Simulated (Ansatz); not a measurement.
AlAs, space group F-43m: an equation of state with a fit, run with the Ansatz DFT code, driven from Python.

The script, `alas.py`:
```python
# -*- coding: utf-8 -*-
"""Energy against volume for AlAs, with a fit."""

import ansatz as az
import numpy as np
from scipy.optimize import curve_fit

vectors0 = np.array([
    [0.0, 2.8304, 2.8304],
    [2.8304, 0.0, 2.8304],
    [2.8304, 2.8304, 0.0],
])
sites = [
    ("Al", [0.0, 0.0, 0.0]),
    ("As", [0.25, 0.25, 0.25]),
]


def build(cell):
    crystal = az.Crystal(lattice=az.Lattice.of(cell))
    for symbol, position in sites:
        crystal = crystal.atom(symbol, position)
    return crystal

def vinet(v, e0, v0, b0, b1):
    eta = (v / v0) ** (1 / 3)
    return e0 + 2 * b0 * v0 / (b1 - 1) ** 2 * (2 - (5 + 3 * b1 * (eta - 1) - 3 * eta) * np.exp(-1.5 * (b1 - 1) * (eta - 1)))

# scale the volume, keep shape and fractions
volumes, energies, pressures = [], [], []
for scale in np.linspace(0.9, 1.1, 9):
    cell = vectors0 * scale ** (1 / 3)
    calculation = build(cell).calculation()
    calculation = calculation.functional("pbe").pseudopotentials("paw")
    calculation = calculation.occupations("cold", width=0.01).basis(500)
    calculation = calculation.kpoints(6, 6, 6).stress()
    data = calculation.run(threads=1, backend="cpu").report
    volumes.append(abs(np.linalg.det(cell)) / len(sites))
    energies.append(data["free_energy_ev"] / len(sites))
    pressures.append(np.trace(data["stress_gpa"]) / 3)
    print(f"V = {volumes[-1]:8.4f} A^3/atom  F = {energies[-1]:.5f} eV/atom  P = {pressures[-1]:8.3f} GPa")

guess = (min(energies), volumes[int(np.argmin(energies))], 0.5, 4.5)
(e0, v0, b0, b1), _ = curve_fit(vinet, np.array(volumes), np.array(energies), p0=guess, maxfev=20000)
print(f"Vinet fit: V0 = {v0:.4f} A^3/atom, B0 = {160.21766 * b0:.1f} GPa, B1 = {b1:.2f}")
print("largest residual", round(1000 * float(np.abs(vinet(np.array(volumes), e0, v0, b0, b1) - energies).max()), 3), "meV/atom")
```

From its runs, with one value withheld:

| V (Å³/atom) | F less the lowest row shown (meV/atom) |
| --- | --- |
| 20.407 | ? |
| 20.974 | 69.09 |
| 21.541 | 39.42 |
| 22.108 | 18.71 |
| 22.675 | 5.89 |
| 23.242 | 0.00 |
| 23.809 | 0.22 |
| 24.375 | 5.81 |
| 24.942 | 16.10 |

What is the missing energy at 20.407 Å³ an atom?

A third-order Birch-Murnaghan fit, E = E0 + (9 V0 B0 / 16) [(t - 1)³ B' + (t - 1)² (6 - 4t)] with t = (V0/V)^(2/3), through the 8 rows shown gives V0 = 23.501 Å³, B0 = 67.3 GPa, B' = 4.27 and E0 = -0.61 meV. At V = 20.407 Å³, t = 1.09868, and the fit extrapolates to 109.00 meV. The run gave 108.93 meV, a miss of 0.07 meV.

What to keep in mind:
- Pressure is positive in compression.
- The starting cell is as deposited in a crystallographic database; the results hold for this polymorph, which needn't be the stable one.
- Run time: 10 s on 1 thread of Arm Neoverse V1, on a shared host, peak memory 0.41 GiB.
